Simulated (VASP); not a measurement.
# Au (Im-3m) in VASP: further runs

The runs below take Au through equation of state, with PBE, r2SCAN.

Program: VASP 6.6.1. These are calculated values, not measurements. Logs are shortened: lines on timing, memory, paths and dates and some standing lists are left out, and cuts for length are marked.

## Step 1: The crystal as given

It takes space group Im-3m (No. 229, cubic). The conventional cell has a = 3.278 Å, b = 3.278 Å, c = 3.278 Å, α = 90.00°, β = 90.00°, γ = 90.00°. Au (site symmetry m-3m) has 8 Au at 2.84 Å as nearest neighbours.

This isn't the form of Au at room conditions, which is fcc.

## Step 2: Equation of state, PBE, 17.66 Å³/atom

The input, INCAR:

```
ADDGRID = F
ALGO = Normal
EDIFF = 1E-8
ENCUT = 900
GGA = PE
ISIF = 2
ISMEAR = 1
LASPH = T
LCHARG = F
LREAL = F
LWAVE = F
NELM = 100
PREC = Accurate
SIGMA = 0.05
```

The input, KPOINTS:

```
k-points
0
Gamma
  12 12 12
```

The input, POSCAR:

```
Au
1.0
   -1.6405277645      1.6405277645      1.6405277645
    1.6405277645     -1.6405277645      1.6405277645
    1.6405277645      1.6405277645     -1.6405277645
Au
1
Direct
    0.0000000000      0.0000000000      0.0000000000
```

Potentials or basis: VASP PAW PBE potentials, release 64 (Au).

Launch:

```console
cat potpaw_PBE.64/Au/POTCAR > POTCAR
mpirun -np 1 vasp_std > vasp.out
```

OUTCAR:

```text
EDIFF = 1E-8
   ENCUT = 900
   GGA = PE
   ISIF = 2
   ISMEAR = 1
   LASPH = T
   LREAL = F
   NELM = 100
   PREC = Accurate

 ion  position               nearest neighbor table
   1  0.000  0.000  0.000-

  LATTYP: Found a body centered cubic cell.
 ALAT       =     3.2810555290

  Lattice vectors:

 A1 = (  -1.6405277645,   1.6405277645,   1.6405277645)
 A2 = (   1.6405277645,  -1.6405277645,   1.6405277645)
 A3 = (   1.6405277645,   1.6405277645,  -1.6405277645)

Analysis of symmetry for initial positions (statically):
=====================================================================
 Subroutine PRICEL returns:
 Original cell was already a primitive cell.

 Routine SETGRP: Setting up the symmetry group for a
 body centered cubic supercell.

 Subroutine GETGRP returns: Found 48 space group operations
 (whereof 48 operations were pure point group operations)
 out of a pool of 48 trial point group operations.

The static configuration has the point symmetry O_h .

Analysis of symmetry for dynamics (positions and initial velocities):
=====================================================================
 Subroutine PRICEL returns:
 Original cell was already a primitive cell.

 Routine SETGRP: Setting up the symmetry group for a
 body centered cubic supercell.

 Subroutine GETGRP returns: Found 48 space group operations
 (whereof 48 operations were pure point group operations)
 out of a pool of 48 trial point group operations.

The dynamic configuration has the point symmetry O_h .

 Subroutine INISYM returns: Found 48 space group operations
 (whereof 48 operations are pure point group operations),
 and found     1 'primitive' translations

----------------------------------------------------------------------------------------

                                     Primitive cell

  volume of cell :      17.6608

  direct lattice vectors                    reciprocal lattice vectors
    -1.640527765  1.640527765  1.640527765     0.000000000  0.304779968  0.304779968
     1.640527765 -1.640527765  1.640527765     0.304779968  0.000000000  0.304779968
     1.640527765  1.640527765 -1.640527765     0.304779968  0.304779968  0.000000000

  length of vectors
     2.841477439  2.841477439  2.841477439     0.431023965  0.431023965  0.431023965

  position of ions in fractional coordinates (direct lattice)
     0.000000000  0.000000000  0.000000000

  ion indices of the primitive-cell ions
   primitive index   ion index
                 1           1

----------------------------------------------------------------------------------------

 KPOINTS: k-points

Automatic generation of k-mesh.
 Grid dimensions read from file:
 generate k-points for:   12   12   12

 Generating k-lattice:

  Cartesian coordinates                     Fractional coordinates (reciprocal lattice)
     0.000000000  0.025398331  0.025398331     0.083333333  0.000000000  0.000000000
     0.025398331  0.000000000  0.025398331     0.000000000  0.083333333  0.000000000
     0.025398331  0.025398331  0.000000000     0.000000000  0.000000000  0.083333333

  Length of vectors
     0.035918664  0.035918664  0.035918664

  Shift w.r.t. Gamma in fractional coordinates (k-lattice)
     0.000000000  0.000000000  0.000000000

 Subroutine IBZKPT returns following result:
 ===========================================

 Found     72 irreducible k-points:

 Following reciprocal coordinates:
            Coordinates               Weight
  0.000000  0.000000  0.000000      1.000000
  0.083333  0.000000  0.000000     12.000000
  0.166667  0.000000  0.000000     12.000000
  0.250000  0.000000  0.000000     12.000000
  0.333333  0.000000  0.000000     12.000000
  0.416667  0.000000  0.000000     12.000000
[... 16 lines left out ...]
  0.333333  0.083333  0.083333     24.000000
  0.416667  0.083333  0.083333     12.000000
 [... further k-points ...]
   k-points           NKPTS =     72   k-points in BZ     NKDIM =     72   number of bands    NBANDS=      9
   number of dos      NEDOS =    301   number of ions     NIONS =      1
   total plane-waves  NPLWV =  21952
   dimension x,y,z NGX =    28 NGY =   28 NGZ =   28
   dimension x,y,z NGXF=    56 NGYF=   56 NGZF=   56
   ions per type =               1
   NGX,Y,Z   is equivalent  to a cutoff of  16.38, 16.38, 16.38 a.u.
   NGXF,Y,Z  is equivalent  to a cutoff of  32.76, 32.76, 32.76 a.u.
 SYSTEM =  unknown system
   PREC   = accura    normal or accurate (medium, high low for compatibility)
   ISTART =      0    job   : 0-new  1-cont  2-samecut
   ICHARG =      2    charge: 1-file 2-atom 10-const
   ISPIN  =      1    spin polarized calculation?
   LNONCOLLINEAR =      F non collinear calculations
   LSORBIT =      F    spin-orbit coupling
   LASPH  =      T    aspherical Exc in radial PAW
   ENCUT  =  900.0 eV  66.15 Ry    8.13 a.u.   6.95  6.95  6.95*2*pi/ulx,y,z
   NELM   =    100;   NELMIN=  2; NELMDL= -5     # of ELM steps
   EDIFF  = 0.1E-07   stopping-criterion for ELM
   LREAL  =      F    real-space projection
   EDIFFG = 0.1E-06   stopping-criterion for IOM
   NSW    =      0    number of steps for IOM
   IBRION =     -1    ionic relax: 0-MD 1-quasi-New 2-CG
   NFREE  =      0    steps in history (QN), initial steepest desc. (CG)
   ISIF   =      2    stress and relaxation
   ISYM   =      2    0-nonsym 1-usesym 2-fastsym
   POTIM  = 0.5000    time-step for ionic-motion
   TEBEG  =    0.0;   TEEND  =   0.0 temperature during run
   PSTRESS=    0.0 pullay stress
   NELECT =      11.0000    total number of electrons
   NUPDOWN=      -1.0000    fix difference up-down
   EMIN   =  10.00;   EMAX   =-10.00  energy-range for DOS
   EFERMI =   0.00;   METHOD = LEGACY
   ISMEAR =     1;   SIGMA  =   0.05  broadening in eV -4-tet -1-fermi 0-gaus
   EFERMI_NEDOS =   21; number of points for ismear=-14 and -15
   IALGO  =     38    algorithm
   IMIX   =      4    mixing-type and parameters
     AMIX     =   0.40;   BMIX     =  1.00
     AMIX_MAG =   1.60;   BMIX_MAG =  1.00
  volume/ion in A,a.u.               =      17.66       119.18
  Fermi-wavevector in a.u.,A,eV,Ry     =   1.398091  2.642009 26.594747  1.954659
  Thomas-Fermi vector in A             =   2.521283
   LORBIT       =      0    0 simple, 1 ext, 2 COOP (PROOUT), +10 PAW based schemes
   GGA     = PE    functional components
   LHFCALC =     F    Hartree Fock is set to
   AEXX    =    0.0000 exact exchange contribution
   IVDW    =     0    specifies the selected vdW correction
   LEPSILON=     F    determine dielectric tensor
   LRPA    =     F    only Hartree local field effects (RPA)
 non-spin polarized calculation
 Methfessel and Paxton  Order N= 1 SIGMA  =   0.05
  energy-cutoff  :      900.00
  volume of cell :       17.66
 maximum number of plane-waves:      1101
   NGX = 13   NGY = 13   NGZ = 13

 number of electron      11.0000001 magnetization

 Free energy of the ion-electron system (eV)
  ---------------------------------------------------
  ext. energy  EPLUGINS =         0.00000000
  ---------------------------------------------------
  free energy    TOTEN  =        -3.18947827 eV

  energy without entropy =       -3.18953462  energy(sigma->0) =       -3.18949705

 E-fermi :   9.0004     XC(G=0): -12.5096

 val. band max:        8.9105551648   @ k =   0.4167   0.0833   0.0000
 cond. band min:       9.0190364728   @ k =  -0.3333   0.3333   0.3333
 fundamental gap:      0.1084813080
 Fermi energy:         9.0004124508

 k-point     1 :       0.0000    0.0000    0.0000
  band No.  band energies     occupation
      1      -0.5841      2.00000
      2       4.1964      2.00000
      3       4.1964      2.00000
      4       4.1964      2.00000
      5       6.0228      2.00000
      6       6.0228      2.00000
      7      25.4068      0.00000
      8      25.4068      0.00000
      9      25.4068      0.00000

 k-point     2 :       0.0833    0.0000    0.0000
  band No.  band energies     occupation
      1      -0.3371      2.00000
      2       4.1203      2.00000
      3       4.2033      2.00000
      4       4.3677      2.00000
      5       5.9345      2.00000
      6       6.0283      2.00000
      7      25.3128      0.00000
      8      25.4440      0.00000
      9      25.7162      0.00000

 k-point     3 :       0.1667    0.0000    0.0000
  band No.  band energies     occupation
      1       0.3564      2.00000
      2       3.9185      2.00000
      3       4.2188      2.00000
      4       4.8604      2.00000
      5       5.7725      2.00000
      6       6.0483      2.00000
      7      23.9729      0.00000
      8      25.0429      0.00000
      9      26.5853      0.00000

 k-point     4 :       0.2500    0.0000    0.0000
  band No.  band energies     occupation
      1       1.2743      2.00000
      2       3.6560      2.00000
      3       4.3764      2.00000
      4       5.6037      2.00000
      5       5.7213      2.00000
      6       6.0872      2.00000
      7      20.7968      0.00000
      8      23.7852      0.00000
      9      27.1045      0.00000
[... 205 lines left out ...]
 k-point    22 :       0.2500    0.0833    0.0833
  band No.  band energies     occupation
      1       2.3104      2.00000
      2       3.3858      2.00000
      3       4.3454      2.00000
      4       5.8831      2.00000
      5       6.1360      2.00000
      6       7.5921      2.00000
      7      17.2457      0.00000
      8      21.7247      0.00000
      9      21.9183      0.00000

 k-point    23 :       0.3333    0.0833    0.0833
  band No.  band energies     occupation
      1       2.3644      2.00000
      2       3.2350      2.00000
      3       5.4110      2.00000
      4       5.9597      2.00000
      5       6.1978      2.00000
      6       9.0349      0.08720
      7      14.0870      0.00000
      8      20.8821      0.00000
      9      20.9486      0.00000

 k-point    24 :       0.4167    0.0833    0.0833
  band No.  band energies     occupation
      1       2.3317      2.00000
      2       3.1827      2.00000
      3       5.9739      2.00000
      4       5.9770      2.00000
      5       6.2194      2.00000
      6      10.3664      0.00000
      7      12.0917      0.00000
      8      20.4610      0.00000
      9      20.6756      0.00000

 [... further k-points ...]
[... 5 lines left out ...]
  --------------------------------------------------------------------------------------
  -------------------------------------------------------------------------------------
  Total        0.2467825      0.2467825      0.2467825      0.0000000     -0.0000000      0.0000000
  in kB       22.3879423     22.3879423     22.3879423      0.0000000     -0.0000000      0.0000000
  external PRESSURE =      22.3879423 kB  Pullay stress =       0.0000000 kB

 VOLUME and BASIS-vectors are now :
 -----------------------------------------------------------------------------
  energy-cutoff  :      900.00
  volume of cell :       17.66
      direct lattice vectors                 reciprocal lattice vectors
    -1.640527765  1.640527765  1.640527765     0.000000000  0.304779968  0.304779968
     1.640527765 -1.640527765  1.640527765     0.304779968  0.000000000  0.304779968
     1.640527765  1.640527765 -1.640527765     0.304779968  0.304779968  0.000000000

 POSITION                                       TOTAL-FORCE (eV/Angst)
 -----------------------------------------------------------------------------------
      0.00000      0.00000      0.00000        -0.000000      0.000000      0.000000
 -----------------------------------------------------------------------------------
    total drift:                               -0.000000     -0.000000     -0.000000

  FREE ENERGIE OF THE ION-ELECTRON SYSTEM (eV)
  ---------------------------------------------------
  free  energy   TOTEN  =        -3.1894782723 eV

  energy  without entropy=       -3.1895346202  energy(sigma->0) =       -3.18949705
```

Wall time 15 s (1 thread of Intel Xeon 6975P-C (Granite Rapids), shared host); peak memory 0.17 GiB.

Results:

* Free energy: -3.1895 eV
* Pressure: 2.2 GPa
* Band gap on the k mesh: none (metal or under the smearing width)

## Step 3: Equation of state, PBE, 18.75 Å³/atom

INCAR is that of step 2.

KPOINTS is that of step 2.

The input, POSCAR:

```
Au
1.0
   -1.6736786712      1.6736786712      1.6736786712
    1.6736786712     -1.6736786712      1.6736786712
    1.6736786712      1.6736786712     -1.6736786712
Au
1
Direct
    0.0000000000      0.0000000000      0.0000000000
```

Potentials or basis: VASP PAW PBE potentials, release 64 (Au).

Launch:

```console
cat potpaw_PBE.64/Au/POTCAR > POTCAR
mpirun -np 1 vasp_std > vasp.out
```

Run time: 13 s. Hardware: 1 thread of Intel Xeon 6975P-C (Granite Rapids), shared host; peak memory 0.17 GiB.

The run converged. Its results:

- Free energy: -3.1764 eV
- Pressure: -5.5 GPa
- Band gap on the k mesh: none (metal or under the smearing width)

## Step 4: Equation of state, PBE, 17.66 Å³/atom

The input, INCAR:

```
ADDGRID = F
ALGO = Normal
EDIFF = 1E-6
ENCUT = 220
GGA = PE
ISIF = 2
ISMEAR = 1
LASPH = T
LCHARG = F
LREAL = F
LWAVE = F
NELM = 100
PREC = Accurate
SIGMA = 0.15
```

The input, KPOINTS:

```
k-points
0
Gamma
  3 3 3
```

The input, POSCAR:

```
Au
1.0
   -1.6405277645      1.6405277645      1.6405277645
    1.6405277645     -1.6405277645      1.6405277645
    1.6405277645      1.6405277645     -1.6405277645
Au
1
Direct
    0.0000000000      0.0000000000      0.0000000000
```

Launch:

```console
cat potpaw_PBE.64/Au/POTCAR > POTCAR
mpirun -np 1 vasp_std > vasp.out
```

It took 2.6 s on 1 thread of Intel Xeon 6975P-C (Granite Rapids), shared host; peak memory 0.09 GiB.

The run converged, but a check on its numbers failed (symmetry, net force, bounds or a known fault of this set-up), so they aren't taken as properties of the crystal.

Caveat: the k mesh is coarse (spacing up to 0.90 Å⁻¹), so the values aren't converged; the cutoff lies under the usual one of these potentials, so the numbers hold a large basis-set error.

## Step 5: Equation of state, PBE, 18.75 Å³/atom

INCAR is that of step 4.

KPOINTS is that of step 4.

The input, POSCAR:

```
Au
1.0
   -1.6736786712      1.6736786712      1.6736786712
    1.6736786712     -1.6736786712      1.6736786712
    1.6736786712      1.6736786712     -1.6736786712
Au
1
Direct
    0.0000000000      0.0000000000      0.0000000000
```

Launch:

```console
cat potpaw_PBE.64/Au/POTCAR > POTCAR
mpirun -np 1 vasp_std > vasp.out
```

Wall time 2.6 s (1 thread of Intel Xeon 6975P-C (Granite Rapids), shared host); peak memory 0.09 GiB.

The run converged, but a check on its numbers failed (symmetry, net force, bounds or a known fault of this set-up), so they aren't taken as properties of the crystal.

Caveat: the k mesh is coarse (spacing up to 0.88 Å⁻¹), so the values aren't converged; the cutoff lies under the usual one of these potentials, so the numbers hold a large basis-set error.

## Step 6: Equation of state, PBE, 17.66 Å³/atom

Changes to INCAR since step 5:

```diff
@@ -3,3 +3,3 @@
 EDIFF = 1E-6
-ENCUT = 220
+ENCUT = 280
 GGA = PE
```

KPOINTS is that of step 5.

The input, POSCAR:

```
Au
1.0
   -1.6405277645      1.6405277645      1.6405277645
    1.6405277645     -1.6405277645      1.6405277645
    1.6405277645      1.6405277645     -1.6405277645
Au
1
Direct
    0.0000000000      0.0000000000      0.0000000000
```

Potentials or basis: VASP PAW PBE potentials, release 64 (Au).

Launch:

```console
cat potpaw_PBE.64/Au/POTCAR > POTCAR
mpirun -np 1 vasp_std > vasp.out
```

It took 2.5 s on 1 thread of Intel Xeon 6975P-C (Granite Rapids), shared host; peak memory 0.1 GiB.

The run converged, but some of its settings lie outside the range that counts as converged, so its numbers aren't taken as properties of the crystal.

What came out:

```
Free energy            : -3.5144 eV
Pressure               : -0.5 GPa
Band gap on the k mesh : none (metal or under the smearing width)
```

Caveat: the k mesh is coarse (spacing up to 0.90 Å⁻¹), so the values aren't converged; the cutoff is under 1.25 times the usual one of these potentials, so pressure, stress and relaxed cells hold a basis-set (Pulay) error.

## Step 7: Equation of state, PBE, 18.75 Å³/atom

INCAR is that of step 6.

KPOINTS is that of step 6.

The input, POSCAR:

```
Au
1.0
   -1.6736786712      1.6736786712      1.6736786712
    1.6736786712     -1.6736786712      1.6736786712
    1.6736786712      1.6736786712     -1.6736786712
Au
1
Direct
    0.0000000000      0.0000000000      0.0000000000
```

Launch:

```console
cat potpaw_PBE.64/Au/POTCAR > POTCAR
mpirun -np 1 vasp_std > vasp.out
```

It took 2.4 s on 1 thread of Intel Xeon 6975P-C (Granite Rapids), shared host; peak memory 0.1 GiB.

These settings aren't checked as converged: the numbers below hold their error.

What came out:

```
Free energy            : -3.4858 eV
Pressure               : -8.0 GPa
Band gap on the k mesh : none (metal or under the smearing width)
```

Caveat: the k mesh is coarse (spacing up to 0.88 Å⁻¹), so the values aren't converged; the cutoff is under 1.25 times the usual one of these potentials, so pressure, stress and relaxed cells hold a basis-set (Pulay) error.

## Step 8: Equation of state, PBE, 17.66 Å³/atom

Changes to INCAR since step 7:

```diff
@@ -3,3 +3,3 @@
 EDIFF = 1E-6
-ENCUT = 280
+ENCUT = 340
 GGA = PE
```

KPOINTS is that of step 7.

The input, POSCAR:

```
Au
1.0
   -1.6405277645      1.6405277645      1.6405277645
    1.6405277645     -1.6405277645      1.6405277645
    1.6405277645      1.6405277645     -1.6405277645
Au
1
Direct
    0.0000000000      0.0000000000      0.0000000000
```

Launch:

```console
cat potpaw_PBE.64/Au/POTCAR > POTCAR
mpirun -np 1 vasp_std > vasp.out
```

Wall time 2.5 s (1 thread of Intel Xeon 6975P-C (Granite Rapids), shared host); peak memory 0.11 GiB.

These settings aren't checked as converged: the numbers below hold their error.

What came out:

```yaml
Free_energy: -3.5067 eV
Pressure: -1.0 GPa
Band_gap_on_the_k_mesh: none (metal or under the smearing width)
```

Caveat: the k mesh is coarse (spacing up to 0.90 Å⁻¹), so the values aren't converged.

(Continued in part 2 of 7.)
